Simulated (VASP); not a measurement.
# KCl: work function with PBE

Slab: KCl, a slab with vacuum.

```
K Cl
1.0
     4.46340    0.00000    0.00000
     0.00000    4.46340    0.00000
     0.00000    0.00000   24.46830
K Cl
4 4
Direct
  0.50000 0.50000 0.30652
  0.00000 0.00000 0.43551
  0.50000 0.50000 0.56449
  0.00000 0.00000 0.69348
  0.00000 0.00000 0.30652
  0.50000 0.50000 0.43551
  0.00000 0.00000 0.56449
  0.50000 0.50000 0.69348
```

* Program: VASP 6.6.1
* Task: work function
* Functional: PBE
* Potentials or basis: VASP PAW PBE potentials, release 64 (K_sv, Cl)
* Cutoff: 520 eV
* k mesh: 6 × 6 × 1
* Occupations: fermi-dirac, width 0.05 eV
* Spin: no spin polarisation
* Dipole correction: yes
* Further INCAR settings: ALGO = Normal; EDIFF = 1e-06; EFIELD = 0

```
Largest force                          : 0.077 eV/Å
Band gap on the k mesh                 : 4.94 eV, direct
Ionisation potential of the upper face : 6.11 eV
```

Forces in eV/Å, atoms in the order of the input:
```
K    0.000  0.000  0.032
K    0.000  0.000 -0.014
K    0.000  0.000  0.014
K    0.000  0.000 -0.032
Cl   0.000  0.000 -0.077
Cl   0.000  0.000 -0.025
Cl   0.000  0.000  0.025
Cl   0.000  0.000  0.077
```

Levels at points of the mesh, in eV from the valence-band top:
| k point | band 29 | band 30 | band 31 | band 32 | band 33 | band 34 | band 35 | band 36 |
| --- | --- | --- | --- | --- | --- | --- | --- | --- |
| (0.00, 0.00, 0.00) | -0.03 | -0.03 | 0.00 | 0.00 | 4.94 | 5.14 | 5.81 | 6.53 |
| (0.50, 0.00, 0.00) | -0.23 | -0.23 | -0.19 | -0.19 | 6.85 | 6.85 | 7.13 | 7.13 |
| (0.50, 0.50, 0.00) | -0.26 | -0.26 | -0.12 | -0.12 | 6.72 | 6.72 | 7.31 | 7.31 |

It took 4.5 min on 1 thread of AMD EPYC 7R43 64-Core Processor (Zen 3), on a shared host, peak memory 0.55 GiB.
